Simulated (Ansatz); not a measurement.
The system is InSe.

```xyz
8
Lattice="4.0500 0.0000 0.0000 -2.0250 3.5074 0.0000 0.0000 0.0000 16.9300" Properties=species:S:1:pos:R:3 pbc="T T T"
In    2.0250    1.1691   14.2720
In    0.0000    2.3383    5.8070
In    2.0250    1.1691   11.1230
In    0.0000    2.3383    2.6580
Se    2.0250    1.1691    6.7381
Se    0.0000    2.3383   15.2031
Se    2.0250    1.1691    1.7269
Se    0.0000    2.3383   10.1919
```

| Quantity | Value |
| --- | --- |
| Program | Ansatz 0.2.0 |
| Task | relaxation of cell and atoms |
| Functional | PBEsol |
| Dispersion | D3(BJ)-ATM |
| Potentials or basis | Ansatz PAW |
| Cutoff | 420 eV (not typed: the program's choice for these potentials) |
| k mesh | 8 × 8 × 2 |
| Occupations | fermi-dirac, width 0.05 eV |
| Spin | no spin polarisation |

At the start: volume 30.06 Å³/atom.

**Question.** Where does the relaxation end?

**Answer.** It ends after 7 steps and the volume is 27.74 Å³/atom (-7.7 %); space group P6_3/mmc (No. 194, to 0.05 Å).

Step by step:
| step | energy change (eV) | largest force (eV/Å) | volume (Å³) |
| --- | --- | --- | --- |
| 1 | 0.0000 | 2.7251 | 240.49 |
| 2 | -1.5825 | 0.2839 | 239.29 |
| 3 | -1.7458 | 0.2116 | 222.85 |
| 4 | -1.7631 | 0.0300 | 223.21 |
| 5 | -1.7642 | 0.0224 | 221.98 |
| 6 | -1.7643 | 0.0012 | 221.95 |
| 7 | -1.7611 | 0.0012 | 221.95 |

Final structure:
```cif
data_structure
_symmetry_space_group_name_H-M 'P 1'
_symmetry_Int_Tables_number 1
_cell_length_a 3.9597
_cell_length_b 3.9597
_cell_length_c 16.3455
_cell_angle_alpha 90.000
_cell_angle_beta 90.000
_cell_angle_gamma 120.000
_cell_volume 221.95
loop_
_atom_site_label
_atom_site_type_symbol
_atom_site_fract_x
_atom_site_fract_y
_atom_site_fract_z
_atom_site_occupancy
In1 In 0.66667 0.33333 0.83421 1
In2 In 0.33333 0.66667 0.33421 1
In3 In 0.66667 0.33333 0.66579 1
In4 In 0.33333 0.66667 0.16579 1
Se1 Se 0.66667 0.33333 0.41320 1
Se2 Se 0.33333 0.66667 0.91320 1
Se3 Se 0.66667 0.33333 0.08680 1
Se4 Se 0.33333 0.66667 0.58680 1
```

Caveat: the plane-wave basis is chosen anew once the cell has moved, so the energies of steps on either side of that aren't comparable; the PAW data sets come from PBE, with cores solved anew for the run's functional, which leaves a small shift of forces and pressure.
